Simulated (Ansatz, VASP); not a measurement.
Rh in VASP and in Ansatz

File INCAR:

```
  ALGO = Normal
  EDIFF = 1E-6
  ENCUT = 520
  GGA = PE
  ISIF = 2
  ISMEAR = -1
  LASPH = True
  LCHARG = True
  LELF = True
  LREAL = False
  LVHAR = True
  LWAVE = False
  NBANDS = 22
  NELM = 100
  PREC = Accurate
  SIGMA = 0.05
```

File KPOINTS:

```
k-points
0
Gamma
  11 11 6
```

File POSCAR:

```
Rh
1.0
    2.6940693954      0.0000000000      0.0000000000
   -1.3470346977      2.3331325361      0.0000000000
    0.0000000000      0.0000000000      4.3686372171
Rh
2
Direct
    0.3333333333      0.6666666667      0.2500000000
    0.6666666667      0.3333333333      0.7500000000
```

File input.yaml:

```yaml
crystal:
  lattice:
    - [2.6940693954, 0.0, 0.0]
    - [-1.3470346977, 2.3331325361, 0.0]
    - [0.0, 0.0, 4.3686372171]
  atoms:
    - { symbol: Rh, position: [0.3333333333, 0.6666666667, 0.25] }
    - { symbol: Rh, position: [0.6666666667, 0.3333333333, 0.75] }
kpoints:
  mp_grid: { grid: [11, 11, 6] }
scf:
  occupations: { method: fermi_dirac, width: 0.05 }
hamiltonian:
  xc: pbe
  pseudopotentials: { kind: all_electron, lapw: { basis_error: 0.0005 } }
output:
  forces: true
  stress: true
  eigenvalues: true
```

Change from the starting cell: volume scaled by 0.96.

Alike in both runs: task single point; functional PBE; k mesh 11 × 11 × 6; occupations fermi-dirac, width 0.05 eV; no spin polarisation.

```csv
,VASP,Ansatz
version,VASP 6.6.1,Ansatz 0.2.0
potentials or method,"VASP PAW PBE potentials, release 64 (Rh_pv)","all-electron LAPW, scalar-relativistic"
plane-wave cutoff (eV),520,see its input
```

Ansatz gave:

* gap on the k mesh at the Fermi level (eV): none
* pressure (GPa): 7.2
* largest component of the traceless stress (GPa): 0.75

Question: Estimate VASP's values.

Answer: gap on the k mesh at the Fermi level (eV): none; pressure (GPa): 7.3; largest component of the traceless stress (GPa): 0.73.

A gap of «none» marks a metal or a gap that the smearing closes. Ansatz ran all-electron here, so the differences hold the error of VASP's frozen core and of both bases.
